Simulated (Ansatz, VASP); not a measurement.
Given: the input of a run of Ansatz 0.2.0 on As.

Contents of input.yaml:

```yaml
crystal:
  lattice:
    - [4.5664, 0.0, 0.0]
    - [-2.2832, 3.95462, 0.0]
    - [0.0, 0.0, 2.83374]
  atoms:
    - { symbol: As, position: [0.33333, 0.66667, 0.0] }
    - { symbol: As, position: [0.66667, 0.33333, 0.0] }
kpoints:
  mp_grid: { grid: [7, 7, 9] }
scf:
  occupations: { method: fermi_dirac, width: 0.05 }
hamiltonian:
  xc: pbe
  pseudopotentials: { kind: all_electron, datasets: crystal }
output:
  forces: true
  stress: true
  eigenvalues: true
  efg: {}
```

Potentials or basis: all-electron PAW datasets made for the crystal.

Launch:

```sh
$ ansatz run input.yaml --threads 1 --pin off --max-ram 3072MiB --backend cpu --events-out ev --progress --plain --runs-dir out
```

**Question.** Set up the same calculation for VASP 6.6.1. Potentials there: VASP PAW PBE potentials, release 64 (As).

**Answer.** As run (the cutoff follows the program's own potentials):

Contents of INCAR:

```
PREC = Accurate
ENCUT = 520
EDIFF = 1E-8
ISMEAR = -1
SIGMA = 0.05
LREAL = F
LASPH = T
NELM = 60
ALGO = Normal
ISIF = 2
LWAVE = F
LCHARG = F
GGA = PE
LEFG = T
NBANDS = 12
```

KPOINTS

```
regular mesh
0
Gamma
  7 7 9
```

Contents of POSCAR:

```
As
1.0
    4.5664000000      0.0000000000      0.0000000000
   -2.2832000000      3.9546200000      0.0000000000
    0.0000000000      0.0000000000      2.8337400000
As
2
Direct
    0.3333300000      0.6666700000      0.0000000000
    0.6666700000      0.3333300000      0.0000000000
```

Potentials or basis: VASP PAW PBE potentials, release 64 (As).

The run is started by

```sh
$ cat potpaw_PBE.64/As/POTCAR > POTCAR
$ mpirun -np 1 vasp_std > vasp.out
```

Both were run:

|  | VASP | Ansatz | Ansatz less VASP |
| --- | --- | --- | --- |
| gap on the k mesh at the Fermi level (eV) | none | none | - |
| pressure (GPa) | 0.0 | -0.1 | -0.11 |
| largest component of the traceless stress (GPa) | 1.86 | 1.90 | +0.038 |
| Vzz of the field gradient on the site that differs most (V/Å²) | -51.8 | -55.9 | -4.05 |

A gap of «none» marks a metal or a gap that the smearing closes. Ansatz ran all-electron here, so the differences hold the error of VASP's frozen core and of both bases.
